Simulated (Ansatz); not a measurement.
**Run record: bands, slopes and optics on a fine k mesh of NaI (Fm-3m)**

Computed with PBEsol, all-electron LAPW in Ansatz 0.2.0, scalar-relativistic; not a measurement.

Cell and atoms were relaxed beforehand by PAW with this functional.

Launched as:

```sh
ansatz run input.yaml --threads 1 --pin off --max-ram 3072MiB --backend cpu --events-out ev --progress --plain --runs-dir out
```

input.yaml:

```yaml
crystal:
  lattice:
    - [0.0, 3.20025041403, 3.20025041403]
    - [3.20025041403, 0.0, 3.20025041403]
    - [3.20025041403, 3.20025041403, 0.0]
  atoms:
    - { symbol: Na, position: [0.0, 0.0, 0.0] }
    - { symbol: I, position: [0.5, 0.5, 0.5] }
kpoints:
  mp_grid: { grid: [8, 8, 8] }
scf:
  occupations: { method: fixed }
hamiltonian:
  xc: pbesol
  pseudopotentials: { kind: all_electron, lapw: { basis_error: 0.001 } }
output:
  forces: true
  stress: true
  eigenvalues: true
  eigenstates:
    nscf_kmesh: { grid: [10, 10, 10] }
    de_dk: true
    e_range: [-9, 13.59757298511]
  optics:
    e_range: [0, 20]
    de: 0.2
    sigma: 0.25
    bands: { spectra_wanted_up_to: 20 }
    nscf_kmesh: { grid: [10, 10, 10] }
checkpoint:
  write: ck
  write_wavefunctions: false
```

Output (shortened where marked):

```
Warning: RAYON_NUM_THREADS=1 ignored (pool sized by the plan → 1); use --threads N
LAPW: plane waves up to 6.003 Å⁻¹, error target 1.0e-3 eV per atom; small_component_spin mean_spin; Na in spheres of 1.501 Å, 9 of its electrons in bands, Dirac shells []; I in spheres of 1.699 Å, 25 of its electrons in bands, ...
Engine: ansatz 0.2.0, aarch64-unknown-linux-gnu
Pseudopotentials: kind: all_electron
Pseudopotential: Na, LAPW, valence charge 9, lapw/all_electron/scalar/gaussian/Na, Koelling and Harmon's equation, gaussian nucleus
Pseudopotential: I, LAPW, valence charge 25, lapw/all_electron/scalar/gaussian/I, Koelling and Harmon's equation, gaussian nucleus
Functional definition: PBEsol
  exchange = pbesol_x
  correlation = pbesol_c
davidson cushion auto → on  (no smearing: the cushion is to keep the highest requested band from converging to the state above it; pin scf.eigensolver.cushion to override)
Crystal: 2 atoms, lattice volume = 65.551 Å³
Basis set: ecut = 137.30875014251797 eV, 259 PW (Γ), exchange–correlation at level 2
Bands: 21, of which v1, the nominal top of the filled ones, is band 17 counted from 1 (16 counted from 0)
Symmetry: 48 space group operations
[... 20 lines left out ...]
SCF 1 converged in 9 iterations: F = -197973.348039 eV  dr2 = 5.49e-14
NSCF: frozen V_eff on 47 k-points
the basis was enlarged: its passes take 4.6 MiB over the memory plan, 1 of 1 planned eigensolver slots
NSCF: frozen V_eff on 1 k-points
NSCF: frozen V_eff on 1 k-points
NSCF: frozen V_eff on 47 k-points
SCF converged after 9 iterations
Free energy (F): -197973.348039 eV
Harris-Foulkes:  -197973.348039 eV  (|F-HF|=1.75e-10)
Internal energy: -197973.348039 eV  (E = F + TS)
E sigma→0 (E₀):  -197973.348039 eV
Fermi energy:    4.160955 eV
--- Per-component energies (eV) ---
  E_band       = -1617.708428
  E_kinetic    = 209256.038818
  E_xc         = -5239.868607
  E_electrostatic = -401989.518251  (all electrons and nuclei)
  E_smearing   = -0.000000  (= −TS)
  E_closure    = 0.000000  (closes the sum)
  Σ components = -197973.348039   (vs F -197973.348039, Δ=0.00e0)
  Basis errors (estimates in eV, not in F): energy 4.0e-4 per atom: plane waves 3.6e-4 (1.9e-4 summed), levels above the bands 0.0e0, relativity 2.0e-8, radial functions 4.0e-5, core shells 9.5e-13; eigenvalues (radial functions ...
--- Forces (eV/Å), atoms counted from 1 ---
  atom   1  Na     0.00000000    -0.00000000    -0.00000000
  atom   2  I      0.00000000    -0.00000000     0.00000000
  max |Σ_I F_I| component: 6.98e-31 eV/Å
--- Stress (GPa, compression-positive) ---
        0.029073       0.000000       0.000000
        0.000000       0.029073      -0.000000
        0.000000      -0.000000       0.029073
  P = ⅓ Tr σ = 0.0291 GPa (0.291 kbar)
--- Fermi surface from the table of eigenstates not read: on its mesh, or on one of the eight of every second point, the electrons fill whole bands (an insulator's do; a metal wants a denser output.eigenstates.nscf_kmesh) ---
```

Self-consistency was reached.

**Optical peaks**

Independent-particle optical response of a crystal from Kohn-Sham bands on the fine mesh, no local fields or excitons; Cartesian axes as in the input; highest local maxima between 0.6 eV and the top less 1.5 eV.

```json
{
  "Fine mesh": "10, 10, 10",
  "Window top": "20 eV",
  "Line width": "0.25 eV",
  "Further gaussian width": "0.3 eV",
  "Highest loss peak energy x": "15.99 eV",
  "Highest loss peak height x": "1.919",
  "Highest eps2 peak energy x": "6.068 eV",
  "Highest eps2 peak height x": "7.879",
  "Dielectric electronic (x, y, z)": "3.901, 3.901, 3.901",
  "Refractive index at 1 eV, x-polarised": "1.994",
  "Refractive index at 2 eV, x-polarised": "2.052"
}
```

Dielectric function:

- Fine mesh: 10, 10, 10
- Line width: 0.25 eV
- Further gaussian width: 0.3 eV

| photon energy (eV) | dielectric real xx | dielectric imag xx |
| --- | --- | --- |
| 0.8 | 3.95 | 0 |
| 1.6 | 4.09 | 0 |
| 2.4 | 4.374 | 0 |
| 3.2 | 4.966 | 0.053 |
| 4 | 5.879 | 0.604 |
| 4.8 | 7.321 | 1.725 |
| 5.6 | 7.398 | 6.384 |
| 6.4 | 2.339 | 7.26 |
| 7.2 | 1.645 | 6.095 |
| 8 | -0.994 | 5.936 |
| 8.8 | -1.838 | 3.719 |
| 9.6 | -1.659 | 2.229 |
| 10.4 | -1.395 | 1.349 |
| 11.2 | -0.734 | 0.85 |
| 12 | -0.375 | 0.66 |
| 12.8 | -0.067 | 0.542 |
| 13.6 | 0.058 | 0.566 |
| 14.4 | 0.23 | 0.471 |
| 15.2 | 0.24 | 0.633 |
| 16 | 0.196 | 0.432 |
| 16.8 | 0.268 | 0.371 |
| 17.6 | 0.307 | 0.296 |
| 18.4 | 0.369 | 0.21 |
| 19.2 | 0.443 | 0.16 |
| 20 | 0.514 | 0.137 |

**Optical constants**

Normal incidence from vacuum, light polarised along x.

```
Fine mesh              : 10, 10, 10
Line width             : 0.25 eV
Further gaussian width : 0.3 eV
```

```csv
photon energy (eV),refractive index,extinction,reflectivity,loss function,absorption (×10⁵ cm⁻¹)
0.8,1.987,0,0.1093,0,0
1.6,2.022,0,0.1144,0,0
2.4,2.091,0,0.1246,0,0
3.2,2.228,0.012,0.1448,0.0022,0.039
4,2.428,0.124,0.1746,0.0173,0.505
4.8,2.724,0.317,0.22,0.0305,1.54
5.6,2.93,1.089,0.2953,0.0669,6.183
6.4,2.232,1.626,0.318,0.1248,10.55
7.2,1.995,1.528,0.294,0.1529,11.15
8,1.585,1.872,0.3777,0.1639,15.18
8.8,1.075,1.73,0.4109,0.2161,15.43
9.6,0.748,1.49,0.4327,0.2887,14.49
10.4,0.522,1.291,0.4757,0.3583,13.61
11.2,0.441,0.963,0.4127,0.6742,10.94
12,0.438,0.753,0.335,1.145,9.158
12.8,0.489,0.553,0.2247,1.819,7.18
13.6,0.56,0.505,0.1669,1.749,6.963
14.4,0.614,0.383,0.1076,1.715,5.596
15.2,0.677,0.468,0.1065,1.381,7.202
16,0.579,0.373,0.1202,1.919,6.049
16.8,0.603,0.308,0.095,1.77,5.249
17.6,0.606,0.245,0.0815,1.625,4.363
18.4,0.63,0.166,0.0613,1.163,3.103
19.2,0.676,0.119,0.0422,0.7233,2.308
20,0.723,0.095,0.0288,0.4851,1.924
```

Known limits: no spin-orbit coupling on heavy atoms; semilocal gaps are low, and what follows the gap (onsets, screening, light masses) shifts with it; spectra summed at the mesh points alone.

It took 36 s on 1 thread of Arm Neoverse V1, on a shared host, peak memory 0.29 GiB.
